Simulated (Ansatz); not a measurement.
A relaxation computed with Ansatz, from input to last step.

```yaml
crystal:
  lattice:
    - [3.0848011598, 0.0, 0.0]
    - [-1.5424005799, 2.67151617, 0.0]
    - [0.0, 0.0, 4.9019946502]
  atoms:
    - { symbol: Ta, position: [0.3333333333, 0.6666666667, 0.2535635793] }
    - { symbol: Ta, position: [0.6666666667, 0.3333333333, 0.7464364207] }
    - { symbol: "N", position: [0.0, 0.0, 0.0] }
basis:
  ecutwfc: 500
kpoints:
  mp_grid: { grid: [18, 18, 10] }
hamiltonian:
  xc: r2scan
scf:
  occupations: { method: gaussian, width: 0.1 }
output:
  forces: true
  stress: true
  eigenvalues: true
relax:
  adjacent_minimum: "off"
  f_tol: 0.01
  max_steps: 60
  cell: { stress_tol: 0.1 }
```

```bash
ansatz run input.yaml --threads 1 --pin off --max-ram 2560MiB --backend cpu --events-out ev --progress --plain --runs-dir out
```

Theory: DFT r2SCAN, scalar-relativistic, plane waves, PAW in Ansatz.

Of 7 frames 6 are shown, positions in Å and forces in eV/Å; the SCF threshold varies from step to step. Steps run on the plane waves of an earlier cell, with a Pulay correction in the pressure. The basis is chosen afresh for the last frame, the zero of the energies, and at times for earlier ones too; energy and pressure step there, also at an unchanged geometry. The mark taken_back stands on steps that the optimiser undid.

```xyz
3
Lattice="3.0848 0.0000 0.0000 -1.5424 2.6715 0.0000 0.0000 0.0000 4.9020" Properties=species:S:1:pos:R:3:forces:R:3 pbc="T T T" step=1 free_energy_over_end_meV_per_atom=2.96 pressure_GPa=-1.81
Ta    0.0000    1.7810    1.2430    0.0000    0.0000    0.3952
Ta    1.5424    0.8905    3.6590    0.0000    0.0000   -0.3952
N     0.0000    0.0000    0.0000    0.0000    0.0000    0.0000
3
Lattice="3.0470 0.0000 0.0000 -1.5235 2.6388 0.0000 0.0000 0.0000 4.7023" Properties=species:S:1:pos:R:3:forces:R:3 pbc="T T T" step=2 free_energy_over_end_meV_per_atom=97.96 pressure_GPa=18.35 taken_back
Ta    0.0000    1.7592    1.2740    0.0000    0.0000   -2.3081
Ta    1.5235    0.8796    3.4283    0.0000    0.0000    2.3081
N     0.0000    0.0000    0.0000    0.0000    0.0000    0.0000
3
Lattice="3.0794 0.0000 0.0000 -1.5397 2.6668 0.0000 0.0000 0.0000 4.8869" Properties=species:S:1:pos:R:3:forces:R:3 pbc="T T T" step=3 free_energy_over_end_meV_per_atom=0.18 pressure_GPa=-0.48
Ta    0.0000    1.7779    1.2517    0.0000    0.0000    0.0925
Ta    1.5397    0.8889    3.6352    0.0000    0.0000   -0.0925
N     0.0000    0.0000    0.0000    0.0000    0.0000    0.0000
3
Lattice="3.0734 0.0000 0.0000 -1.5367 2.6616 0.0000 0.0000 0.0000 4.8913" Properties=species:S:1:pos:R:3:forces:R:3 pbc="T T T" step=4 free_energy_over_end_meV_per_atom=-0.05 pressure_GPa=0.23
Ta    0.0000    1.7744    1.2571    0.0000    0.0000   -0.0001
Ta    1.5367    0.8872    3.6342    0.0000    0.0000    0.0001
N     0.0000    0.0000    0.0000    0.0000    0.0000    0.0000
3
Lattice="3.0736 0.0000 0.0000 -1.5368 2.6618 0.0000 0.0000 0.0000 4.8962" Properties=species:S:1:pos:R:3:forces:R:3 pbc="T T T" step=5 free_energy_over_end_meV_per_atom=-0.05 pressure_GPa=-0.11
Ta    0.0000    1.7745    1.2585    0.0000    0.0000   -0.0043
Ta    1.5368    0.8873    3.6377    0.0000    0.0000    0.0043
N     0.0000    0.0000    0.0000    0.0000    0.0000    0.0000
3
Lattice="3.0733 0.0000 0.0000 -1.5366 2.6616 0.0000 0.0000 0.0000 4.8954" Properties=species:S:1:pos:R:3:forces:R:3 pbc="T T T" step=7 free_energy_over_end_meV_per_atom=0.00 pressure_GPa=0.00
Ta    0.0000    1.7744    1.2582    0.0000    0.0000    0.0006
Ta    1.5366    0.8872    3.6372    0.0000    0.0000   -0.0006
N     0.0000    0.0000    0.0000    0.0000    0.0000    0.0000
```

The run took 3.9 min on 1 thread of Arm Neoverse V1, on a shared host, peak memory 0.65 GiB.

Spin–orbit coupling is left out, which can shift energies with elements as heavy as these.